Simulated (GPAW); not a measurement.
Runs of GPAW 26.7.0 on Al2Pt. The structure is cubic, space group Fm-3m (No. 225). Conventional cell: a = 5.910 Å, b = 5.910 Å, c = 5.910 Å, α = 90.00°, β = 90.00°, γ = 90.00°. Around Pt (site symmetry m-3m) lie 8 Al at 2.56 Å. Around Al (site symmetry -43m) lie 4 Pt at 2.56 Å. 

```csv
task,level,potentials or basis,cell,band path,band points,gap on the mesh (eV),pressure (GPa),V0 of scaled cells (Å³/atom),B0 (GPa)
single point,PBEsol,"PAW data sets generated in the run's folder for this functional, pw","atoms moved at random, drawn with an rms of 0.05 Å",-,-,none,-0.2,-,-
equation of state,LDA,"the program's PAW data sets (release 1.2.1) made for this functional, pw",as given,-,-,-,-,16.76,(a)
band structure,LDA,"the program's PAW data sets (release 1.2.1) made for this functional, pw",as given,"GXWKGLUWLK,UX",60,-,-3.6,-,-
equation of state,PBEsol,"PAW data sets generated in the run's folder for this functional, pw",as given,-,-,-,-,(b),138
band structure,PBEsol,"PAW data sets generated in the run's folder for this functional, pw",as given,"GXWKGLUWLK,UX",60,-,-0.5,-,-
single point,PBEsol,"PAW data sets generated in the run's folder for this functional, pw",as given,-,-,none,-0.5,-,-
```

Alike in all rows: no spin polarisation; k mesh 8 × 8 × 8; cutoff (eV) 600; smearing fermi-dirac 0.05 eV.

Task: Fill in the values left out.

Result: (a) 145; (b) 17.14.

Caveats: spin-orbit coupling is left out, which moves the levels of the heavy elements (some runs).

A k mesh can miss the band edges, and the runs leave out spin-orbit coupling on Pt.

A gap of «none» marks a metal or a gap under the smearing width.
